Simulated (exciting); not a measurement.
Input of an exciting (release sodium) run:

Contents of input.xml:

```xml
<input>
  <title>Fe</title>
  <structure speciespath="./" tshift="false">
    <crystal scale="4.7230856957">
      <basevect>-0.577350269193 0.577350269193 0.577350269193</basevect>
      <basevect>0.577350269193 -0.577350269193 0.577350269193</basevect>
      <basevect>0.577350269193 0.577350269193 -0.577350269193</basevect>
    </crystal>
    <species speciesfile="Fe.xml" rmt="2">
      <atom coord="0.000000000000 0.000000000000 0.000000000000" bfcmt="0 0 -8"/>
    </species>
  </structure>
  <groundstate do="fromscratch" ngridk="13 13 13" rgkmax="8" gmaxvr="14" lmaxapw="10" lmaxmat="10" lmaxvr="8" stype="Gaussian" swidth="0.00036749" nempty="20" ValenceRelativity="iora*" epsengy="1e-05" epspot="1e-05" maxscl="90" outputlevel="normal" niterconvcheck="3">
    <libxc exchange="XC_GGA_X_SOGGA" correlation="XC_GGA_C_PBE"/>
    <spin reducebf="0.5"/>
  </groundstate>
  <properties>
    <bandstructure>
      <plot1d>
        <path steps="120">
          <point coord="0 0 0" label="G"/>
          <point coord="0.5 -0.5 0.5" label="H"/>
          <point coord="0 0 0.5" label="N"/>
          <point coord="0 0 0" label="G"/>
          <point coord="0.25 0.25 0.25" label="P"/>
          <point coord="0.5 -0.5 0.5" label="H" breakafter="true"/>
          <point coord="0.25 0.25 0.25" label="P"/>
          <point coord="0 0 0.5" label="N"/>
        </path>
      </plot1d>
    </bandstructure>
  </properties>
</input>
```

Potentials or basis: all-electron LAPW+lo, shipped species files, valence relativity iora*.

Run with:

```sh
$ OMP_NUM_THREADS=1 exciting_smp
```

Problem. Predict the net moment.

Solution. 2.29 μB per cell.

Problem. Estimate the band gap on the k mesh.

Solution. None (metal or under the smearing width).

Problem. What does it give for the site moments?

Solution. Fe +2.31 μB.

Levels at the corners of the path, in eV from the Fermi level:
Spin up:
| point | band 6 | band 7 | band 8 | band 9 | band 10 | band 11 | band 12 | band 13 |
| --- | --- | --- | --- | --- | --- | --- | --- | --- |
| Γ | -2.21 | -2.21 | -2.21 | -1.04 | -1.04 | 23.74 | 23.74 | 23.74 |
| H | -4.55 | 0.05 | 0.05 | 0.05 | 9.32 | 9.32 | 9.32 | 15.35 |
| N | -3.21 | -0.99 | -0.86 | 0.30 | 0.35 | 6.84 | 17.47 | 19.07 |
| Γ | -2.21 | -2.21 | -2.21 | -1.04 | -1.04 | 23.74 | 23.74 | 23.74 |
| P | -3.10 | -3.10 | -0.82 | -0.82 | 8.19 | 8.19 | 8.19 | 10.00 |
| H | -4.55 | 0.05 | 0.05 | 0.05 | 9.32 | 9.32 | 9.32 | 15.35 |
| P | -3.10 | -3.10 | -0.82 | -0.82 | 8.19 | 8.19 | 8.19 | 10.00 |
| N | -3.21 | -0.99 | -0.86 | 0.30 | 0.35 | 6.84 | 17.47 | 19.07 |
Spin down:
| point | band 5 | band 6 | band 7 | band 8 | band 9 | band 10 |
| --- | --- | --- | --- | --- | --- | --- |
| Γ | -8.02 | -0.15 | -0.15 | -0.15 | 1.70 | 1.70 |
| H | -2.70 | -2.70 | 2.39 | 2.39 | 2.39 | 9.70 |
| N | -3.33 | -1.35 | 0.55 | 1.59 | 1.95 | 2.67 |
| Γ | -8.02 | -0.15 | -0.15 | -0.15 | 1.70 | 1.70 |
| P | -1.58 | -1.58 | -1.58 | 1.99 | 1.99 | 9.17 |
| H | -2.70 | -2.70 | 2.39 | 2.39 | 2.39 | 9.70 |
| P | -1.58 | -1.58 | -1.58 | 1.99 | 1.99 | 9.17 |
| N | -3.33 | -1.35 | 0.55 | 1.59 | 1.95 | 2.67 |
